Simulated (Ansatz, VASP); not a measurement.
One calculation of HfC, two programs

```
Hf C
1.0
    -2.00995    2.00995    1.78678
     2.00995   -2.00995    1.78678
     2.00995    2.00995   -1.78678
Hf C
1 1
Direct
  0.25000 0.75000 0.50000
  0.00000 0.00000 0.00000
```

Alike in both runs: functional PBE; k mesh 8 × 8 × 8; occupations gaussian, width 0.1 eV; no spin polarisation.

Ansatz relaxed the structure, and its values are those at the end. VASP's run is a single point on that final structure, the one shown.

```csv
,VASP,Ansatz
version,VASP 6.6.1,Ansatz 0.2.0
potentials or method,"VASP PAW PBE potentials, release 64 (Hf_pv, C)","scalar-relativistic, plane waves, PAW"
plane-wave cutoff (eV),520,420
valence electrons in the cell,14,30
```

Ansatz gave:

| Item | Value |
| --- | --- |
| gap on the k mesh at the Fermi level (eV) | 0.20 |
| least direct gap on the mesh (eV) | 0.25 |
| pressure (GPa) | 0.1 |

What did VASP give for the same quantities?

gap on the k mesh at the Fermi level (eV): 0.20; least direct gap on the mesh (eV): 0.22; pressure (GPa): -0.6.

The two sets of potentials don't hold the same shells in valence.

Caveats: spin-orbit coupling is left out, which moves the levels of the heavy elements.
